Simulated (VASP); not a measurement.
Write the native input for VASP 6.6.1 that does the following.

```
Task                   : optical spectrum
Functional             : RPBE
Dispersion             : D3
Potentials or basis    : VASP PAW PBE potentials, release 64 (Cs_sv)
Cutoff                 : 520 eV
k mesh                 : 5 × 5 × 1
Occupations            : gaussian, width 0.01 eV
Spin                   : spin-orbit coupling, no magnetisation
Further INCAR settings : ALGO = Fast; EDIFF = 1e-06; NBANDS = 91
```

The structure of Cs lies in POSCAR:

```
Cs
5.2351
    1.000004501514     -0.000000000000     -0.000000000000
   -0.333334833838      0.942813285650      0.000000000000
    0.000000000000      0.000000000000      4.498275292649
Cs
3
Direct
    0.5000000000      0.5000000000      0.3184859300
    0.0000000000      0.0000000000      0.5000000000
    0.5000000000      0.5000000000      0.6815140700
```

The slab is cut from a database's or a generator's crystal, which needn't be the stable form of the element.

The cell isn't the ideal one: the (1 1 0) slab of Cs, cut from the database cell, not relaxed.

These files were run (other wordings do the same):

INCAR

```
SYSTEM = Cs
  ALGO = Fast
  CSHIFT = 0.1
  EDIFF = 1E-6
  ENCUT = 520
  GGA = RP
  GGA_COMPAT = .False.
  ISIF = 2
  ISMEAR = 0
  IVDW = 11
  LASPH = .True.
  LCHARG = .False.
  LNONCOLLINEAR = .True.
  LOPTICS = .True.
  LORBIT = 11
  LREAL = .False.
  LSORBIT = .True.
  LWAVE = .False.
  MAGMOM = 0 0 0 0 0 0 0 0 0
  NBANDS = 91
  NEDOS = 1000
  NELM = 100
  PREC = Accurate
  SIGMA = 0.01
```

KPOINTS

```
k-points
0
Gamma
  5 5 1
  0 0 0
```

Potentials or basis: VASP PAW PBE potentials, release 64 (Cs_sv).

The run is started by

```sh
$ cat potpaw_PBE.64/Cs_sv/POTCAR > POTCAR
$ mpirun -np 1 vasp_ncl > vasp.out
```

Results of the run:

```
Largest force                                         : 0.049 eV/Å
Valence electrons inside the program's atomic spheres : Cs 6.56, 6.57
Dispersion energy per atom                            : -0.120 eV
```

Caveat: spectra need much finer meshes, so this one isn't converged; independent-particle spectra lack excitons; the PAW data sets were made with another functional, which shifts forces and pressure a little.

Wall time 15 min on 1 thread of AMD EPYC 9R45 96-Core Processor (Zen 5), with other jobs on the host, peak memory 1.8 GiB.
